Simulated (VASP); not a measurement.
# HgTe (Fm-3m) in VASP: further runs

The runs below take HgTe through single point, with PBE, LDA+U.

Everything below comes from runs of VASP 6.6.1. Logs are shortened: lines on timing, memory, paths and dates and some standing lists are left out, and cuts for length are marked.

## Step 1: Starting point

It takes space group Fm-3m (No. 225, cubic). The conventional cell has a = 6.154 Å, b = 6.154 Å, c = 6.154 Å, α = 90.00°, β = 90.00°, γ = 90.00°. Hg (site symmetry m-3m) is surrounded by 6 Te at 3.08 Å. Te (site symmetry m-3m) is surrounded by 6 Hg at 3.08 Å.

Measurements of this composition are mostly on another form, of space group No. 216.

## Step 2: Single point, PBE

File INCAR:

```
PREC = Accurate
ENCUT = 520
EDIFF = 1E-6
ISMEAR = 0
SIGMA = 0.1
LREAL = False
LASPH = True
NELM = 100
ALGO = Normal
ISIF = 2
LWAVE = False
LCHARG = False
GGA = PE
NBANDS = 16
```

File KPOINTS:

```
Automatic mesh
0
Gamma
  4 4 4
```

File POSCAR:

```
HgTe
1.0
    0.0000000000      3.0771170000      3.0771170000
    3.0771170000      0.0000000000      3.0771170000
    3.0771170000      3.0771170000      0.0000000000
Hg Te
1 1
Direct
    0.0000000000      0.0000000000      0.0000000000
    0.5000000000      0.5000000000      0.5000000000
```

Potentials or basis: VASP PAW PBE potentials, release 64 (Hg, Te).

Run with:

```bash
cat potpaw_PBE.64/Hg/POTCAR potpaw_PBE.64/Te/POTCAR > POTCAR
mpirun -np 1 vasp_std > vasp.out
```

OUTCAR:

```text
PREC = Accurate
   ENCUT = 520
   EDIFF = 1E-6
   ISMEAR = 0
   LREAL = False
   LASPH = True
   NELM = 100
   ISIF = 2
   GGA = PE

 ion  position               nearest neighbor table
   1  0.000  0.000  0.000-   2 3.08   2 3.08   2 3.08   2 3.08   2 3.08   2 3.08
   2  0.500  0.500  0.500-   1 3.08   1 3.08   1 3.08   1 3.08   1 3.08   1 3.08

  LATTYP: Found a face centered cubic cell.
 ALAT       =     6.1542340000

  Lattice vectors:

 A1 = (   0.0000000000,   3.0771170000,   3.0771170000)
 A2 = (   3.0771170000,   0.0000000000,   3.0771170000)
 A3 = (   3.0771170000,   3.0771170000,   0.0000000000)

Analysis of symmetry for initial positions (statically):
=====================================================================
 Subroutine PRICEL returns:
 Original cell was already a primitive cell.

 Routine SETGRP: Setting up the symmetry group for a
 face centered cubic supercell.

 Subroutine GETGRP returns: Found 48 space group operations
 (whereof 48 operations were pure point group operations)
 out of a pool of 48 trial point group operations.

The static configuration has the point symmetry O_h .

Analysis of symmetry for dynamics (positions and initial velocities):
=====================================================================
 Subroutine PRICEL returns:
 Original cell was already a primitive cell.

 Routine SETGRP: Setting up the symmetry group for a
 face centered cubic supercell.

 Subroutine GETGRP returns: Found 48 space group operations
 (whereof 48 operations were pure point group operations)
 out of a pool of 48 trial point group operations.

The dynamic configuration has the point symmetry O_h .

 Subroutine INISYM returns: Found 48 space group operations
 (whereof 48 operations are pure point group operations),
 and found     1 'primitive' translations

----------------------------------------------------------------------------------------

                                     Primitive cell

  volume of cell :      58.2723

  direct lattice vectors                    reciprocal lattice vectors
     0.000000000  3.077117000  3.077117000    -0.162489759  0.162489759  0.162489759
     3.077117000  0.000000000  3.077117000     0.162489759 -0.162489759  0.162489759
     3.077117000  3.077117000  0.000000000     0.162489759  0.162489759 -0.162489759

  length of vectors
     4.351700594  4.351700594  4.351700594     0.281440518  0.281440518  0.281440518

  position of ions in fractional coordinates (direct lattice)
     0.000000000  0.000000000  0.000000000
[... 62 lines left out ...]
   LREAL  =      F    real-space projection
   EDIFFG = 0.1E-04   stopping-criterion for IOM
   NSW    =      0    number of steps for IOM
   IBRION =     -1    ionic relax: 0-MD 1-quasi-New 2-CG
   NFREE  =      0    steps in history (QN), initial steepest desc. (CG)
   ISIF   =      2    stress and relaxation
   ISYM   =      2    0-nonsym 1-usesym 2-fastsym
   POTIM  = 0.5000    time-step for ionic-motion
   TEBEG  =    0.0;   TEEND  =   0.0 temperature during run
   PSTRESS=    0.0 pullay stress
   NELECT =      18.0000    total number of electrons
   NUPDOWN=      -1.0000    fix difference up-down
   EMIN   =  10.00;   EMAX   =-10.00  energy-range for DOS
   EFERMI =   0.00;   METHOD = LEGACY
   ISMEAR =     0;   SIGMA  =   0.10  broadening in eV -4-tet -1-fermi 0-gaus
   EFERMI_NEDOS =   21; number of points for ismear=-14 and -15
   IALGO  =     38    algorithm
   IMIX   =      4    mixing-type and parameters
     AMIX     =   0.40;   BMIX     =  1.00
     AMIX_MAG =   1.60;   BMIX_MAG =  1.00
  volume/ion in A,a.u.               =      29.14       196.62
  Fermi-wavevector in a.u.,A,eV,Ry     =   1.106653  2.091272 16.662809  1.224682
  Thomas-Fermi vector in A             =   2.243157
   LORBIT       =      0    0 simple, 1 ext, 2 COOP (PROOUT), +10 PAW based schemes
   GGA     = PE    functional components
   LHFCALC =     F    Hartree Fock is set to
   AEXX    =    0.0000 exact exchange contribution
   IVDW    =     0    specifies the selected vdW correction
   LEPSILON=     F    determine dielectric tensor
   LRPA    =     F    only Hartree local field effects (RPA)
 non-spin polarized calculation
 Gauss-broadening in eV      SIGMA  =   0.10
  energy-cutoff  :      520.00
  volume of cell :       58.27
 maximum number of plane-waves:      1588
   NGX = 17   NGY = 17   NGZ = 17

 number of electron      17.9999999 magnetization

 Free energy of the ion-electron system (eV)
  ---------------------------------------------------
  ext. energy  EPLUGINS =         0.00000000
  ---------------------------------------------------
  free energy    TOTEN  =        -3.16884830 eV

  energy without entropy =       -3.15740635  energy(sigma->0) =       -3.16312732

 E-fermi :   4.4063     XC(G=0):  -9.7261

 val. band max:        4.2221783802   @ k =  -0.2500   0.2500   0.0000
 cond. band min:       4.4248947785   @ k =   0.5000   0.0000   0.0000
 fundamental gap:      0.2027163984
 Fermi energy:         4.4063247714

 k-point     1 :       0.0000    0.0000    0.0000
  band No.  band energies     occupation
      1      -7.6580      2.00000
      2      -2.5743      2.00000
      3      -2.5743      2.00000
      4      -2.5251      2.00000
      5      -2.5251      2.00000
      6      -2.5251      2.00000
[... 129 lines left out ...]
      3      -2.5317      2.00000
      4      -2.5317      2.00000
      5      -2.3038      2.00000
      6      -1.8804      2.00000
[... 8 lines left out ...]
     15      14.5968      0.00000
     16      16.9180      0.00000

------------------------ aborting loop because EDIFF is reached ----------------------------------------

  FORCE on cell =-STRESS in cart. coord.  units (eV):
  Direction    XX          YY          ZZ          XY          YZ          ZX
  --------------------------------------------------------------------------------------
  -------------------------------------------------------------------------------------
  Total        0.3882121      0.3882121      0.3882121     -0.0000000     -0.0000000     -0.0000000
  in kB       10.6737652     10.6737652     10.6737652     -0.0000000     -0.0000000     -0.0000000
  external PRESSURE =      10.6737652 kB  Pullay stress =       0.0000000 kB

 VOLUME and BASIS-vectors are now :
 -----------------------------------------------------------------------------
  energy-cutoff  :      520.00
  volume of cell :       58.27
      direct lattice vectors                 reciprocal lattice vectors
     0.000000000  3.077117000  3.077117000    -0.162489759  0.162489759  0.162489759
     3.077117000  0.000000000  3.077117000     0.162489759 -0.162489759  0.162489759
     3.077117000  3.077117000  0.000000000     0.162489759  0.162489759 -0.162489759

 POSITION                                       TOTAL-FORCE (eV/Angst)
 -----------------------------------------------------------------------------------
      0.00000      0.00000      0.00000         0.000000      0.000000      0.000000
      3.07712      3.07712      3.07712         0.000000     -0.000000      0.000000
 -----------------------------------------------------------------------------------
    total drift:                                0.000000     -0.000000     -0.000000

  FREE ENERGIE OF THE ION-ELECTRON SYSTEM (eV)
  ---------------------------------------------------
  free  energy   TOTEN  =        -3.1688482999 eV

  energy  without entropy=       -3.1574063483  energy(sigma->0) =       -3.16312732
```

stdout:

```text
POSCAR found type information on POSCAR HgTe
 POSCAR found :  2 types and       2 ions
 scaLAPACK will be used
 LDA part: xc-table for (Slater+PW92), standard interpolation
 POSCAR, INCAR and KPOINTS ok, starting setup
 FFT: planning ... GRIDC
 FFT: planning ... GRID_SOFT
 FFT: planning ... GRID
 WAVECAR not read
 entering main loop
```

Wall time 4.2 s (1 thread of Intel Xeon 6975P-C (Granite Rapids), shared host); peak memory 0.17 GiB.

What came out:

- Free energy: -3.1688 eV
- Pressure: 1.1 GPa
- Band gap on the k mesh: none (metal or under the smearing width)

Caveat: the k mesh is coarse (spacing up to 0.44 Å⁻¹), so the values aren't converged.

## Step 3: Single point, LDA+U

File INCAR:

```
ALGO = Fast ; EDIFF = 1E-7
ENCUT = 520 ; GGA = CA
ISIF = 2 ; ISMEAR = 1
LASPH = True ; LCHARG = True
LDAU = True ; LDAUJ = 0 0
LDAUL = 2 -1 ; LDAUPRINT = 1
LDAUTYPE = 2 ; LDAUU = 7.8 0
LELF = True ; LREAL = False
LVHAR = True ; LWAVE = False
NBANDS = 16 ; NELM = 150
PREC = Accurate ; SIGMA = 0.27211386245988
```

File KPOINTS:

```
k-points
0
Gamma
  4 4 4
```

POSCAR is that of step 2.

Potentials or basis: VASP PAW LDA potentials, release 64 (Hg, Te).

Run with:

```bash
cat potpaw_LDA.64/Hg/POTCAR potpaw_LDA.64/Te/POTCAR > POTCAR
mpirun -np 1 vasp_std > vasp.out
```

It took 3.9 s on 1 thread of Intel Xeon 6975P-C (Granite Rapids), shared host; peak memory 0.15 GiB.

The run converged. Its results:

| Quantity | Value |
| --- | --- |
| Free energy | -3.5013 eV |
| Pressure | -5.0 GPa |
| Band gap on the k mesh | none (metal or under the smearing width) |

Levels at points of the mesh, in eV from the Fermi level:
| k point | band 6 | band 7 | band 8 | band 9 | band 10 | band 11 | band 12 | band 13 |
| --- | --- | --- | --- | --- | --- | --- | --- | --- |
| (0.00, 0.00, 0.00) | -10.23 | -0.96 | -0.48 | -0.48 | -0.48 | 7.06 | 7.06 | 7.06 |
| (0.50, 0.00, 0.00) | -10.14 | -5.68 | -0.02 | -0.02 | 2.71 | 3.55 | 4.11 | 4.11 |
| (0.50, 0.50, 0.00) | -8.70 | -3.95 | -2.59 | -2.00 | -2.00 | 4.34 | 9.09 | 9.09 |

Eigenvalues of the final occupation matrices:
```
    site  spin  trace               eigenvalues
site 1 d     1   5.05  1.00 1.00 1.00 1.02 1.02
site 1 d     2   5.05  1.00 1.00 1.00 1.02 1.02
```

Caveat: the k mesh is coarse (spacing up to 0.44 Å⁻¹), so the values aren't converged; U without spin polarisation on a metal has little footing; the U is typed as a test and isn't derived for this compound.
